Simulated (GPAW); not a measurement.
Write an ASE script for GPAW 26.7.0 that does the following.

```
Task                : single point
Functional          : PBE
Potentials or basis : PAW data sets generated in the run's folder for this functional
Cutoff              : 450 eV
Basis               : pw
k mesh              : 7 × 7 × 7
Occupations         : fermi-dirac, width 0.05 eV
Spin                : no spin polarisation
Maxiter             : 80
```

The structure of ZnS lies in ZnS.cif:

```cif
data_ZnS
_cell_length_a 3.71646133
_cell_length_b 3.71646133
_cell_length_c 3.71646133
_cell_angle_alpha 60.00000000
_cell_angle_beta 60.00000000
_cell_angle_gamma 60.00000000
_space_group_name_H-M_alt 'P1'
_space_group_name_Hall 'P 1'
_space_group_IT_number 1
loop_
_space_group_symop_operation_xyz
'x,y,z'
loop_
_atom_site_label
_atom_site_type_symbol
_atom_site_symmetry_multiplicity
_atom_site_Wyckoff_symbol
_atom_site_fract_x
_atom_site_fract_y
_atom_site_fract_z
_atom_site_occupancy
Zn1 Zn 1 a 0.7500000000 0.7500000000 0.7500000000 1
S1 S 1 a 0.0000000000 0.0000000000 0.0000000000 1
```

The cell isn't the ideal one: volume scaled by 0.92.

The input as run:

run.py

```python
from ase.dft.bandgap import bandgap
from ase.io import read, write
from ase.units import GPa
from gpaw import GPAW, PW, setup_paths

setup_paths.insert(0, '.')

atoms = read('ZnS.cif')

calc = GPAW(mode=PW(450),
            xc='PBE',
            kpts={'size': (7, 7, 7), 'gamma': True},
            occupations={'name': 'fermi-dirac', 'width': 0.05},
            nbands=18,
            convergence={'density': 1e-05, 'energy': 1e-05},
            maxiter=80,
            txt='gpaw.txt')
atoms.calc = calc
energy = atoms.get_potential_energy()
forces = atoms.get_forces()
stress = atoms.get_stress()
calc.write('gs.gpw')
write('result.traj', atoms)
print(f'Energy: {energy:.6f} eV')
print('Forces (eV/A):')
print(forces.round(4))
print('Stress (GPa):', (stress / GPa).round(3))
print('Fermi level:', round(calc.get_fermi_level(), 4), 'eV')
print(f'Gap: {bandgap(calc)[0]:.4f} eV, direct: {bandgap(calc, direct=True)[0]:.4f} eV')
```

Potentials or basis: PAW data sets generated in the run's folder for this functional, pw.

Command:

```sh
$ gpaw-setup -f PBE S Zn
$ OMP_NUM_THREADS=1 python run.py
```

It gave:

```yaml
Pressure: 8.9 GPa
Band_gap_on_the_k_mesh: 2.47 eV, direct
```

Caveat: the cutoff is short for stress and forces, so pressures can be off by a GPa or more.

Wall time 8 s on 1 thread of Intel(R) Xeon(R) Platinum 8488C (Sapphire Rapids) (shared host), peak memory 0.14 GiB.
